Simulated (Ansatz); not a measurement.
K2S (started from an entry of an open crystallographic database) (r2SCAN geometry), in Ansatz:

```cif
data_structure
_symmetry_space_group_name_H-M 'P 1'
_symmetry_Int_Tables_number 1
_cell_length_a 5.2364
_cell_length_b 5.2364
_cell_length_c 5.2364
_cell_angle_alpha 60.000
_cell_angle_beta 60.000
_cell_angle_gamma 60.000
_cell_volume 101.53
loop_
_atom_site_label
_atom_site_type_symbol
_atom_site_fract_x
_atom_site_fract_y
_atom_site_fract_z
_atom_site_occupancy
K1 K 0.25000 0.25000 0.25000 1
K2 K 0.75000 0.75000 0.75000 1
S1 S 0.00000 0.00000 0.00000 1
```

G0W0@PBE with 556 empty bands, a screening cutoff of 180 eV and a 4×4×4 mesh (PAW, contour deformation) gives 3.962 eV over the mesh points, from a PBE gap of 2.381 eV; it sums over 568 bands with 537 plane waves in the screening and a wave cutoff of 420 eV. No extrapolation in bands, cutoff or mesh was made for G0W0. Spin-unpolarised throughout; all numbers are computed.

Problem. Estimate the gap with starting point HSE06.

Solution. 4.535 eV (+0.573 eV), from a Kohn-Sham gap of 3.309 eV.

Problem. Estimate the gap with starting point PBE0.

Solution. 4.790 eV (+0.828 eV), from a Kohn-Sham gap of 4.008 eV.

Problem. Estimate the gap with starting point r2SCAN, with them a wave cutoff of 500 eV.

Solution. 4.208 eV (+0.246 eV), from a Kohn-Sham gap of 2.753 eV.

Problem. Estimate the gap with empty bands 230, screening cutoff 100 eV.

Solution. 3.844 eV (-0.118 eV), from a Kohn-Sham gap of 2.381 eV.
